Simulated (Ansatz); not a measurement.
InPd, 2 atoms in the cell. It takes space group Fm-3m (No. 225, cubic). Conventional cell: a = 5.492 Å, b = 5.492 Å, c = 5.492 Å, α = 90.00°, β = 90.00°, γ = 90.00°. Around In (site symmetry m-3m) lie 6 Pd at 2.75 Å. Pd (site symmetry m-3m) is surrounded by 6 In at 2.75 Å. The cell was built by a generator and needn't be a form met in nature.

```yaml
Program: Ansatz 0.2.0
Task: relaxation of cell and atoms
Functional: PBE
Potentials_or_basis: Ansatz PAW
Cutoff: "420 eV (not typed: the program's choice for these potentials)"
k_mesh: 8 × 8 × 8
Occupations: fermi-dirac, width 0.05 eV
Spin: no spin polarisation
Target_pressure: 10 GPa
Target_pressure_GPa: 10
```

Potentials or basis: Ansatz PAW.

The run is started by

```bash
$ ansatz run input.yaml --threads 2 --pin off --max-ram 5632MiB --backend cpu --events-out ev --progress --plain --runs-dir out
```

Hardware: 2 threads of Arm Neoverse N1 (shared host).

Question: How long does it take, and how much memory?

Answer: It took 9.1 s on 2 threads of Arm Neoverse N1 (shared host), peak memory 0.32 GiB. Counts: scf iterations 36, plane waves 725, k points 29, bands 20, ion steps 6.
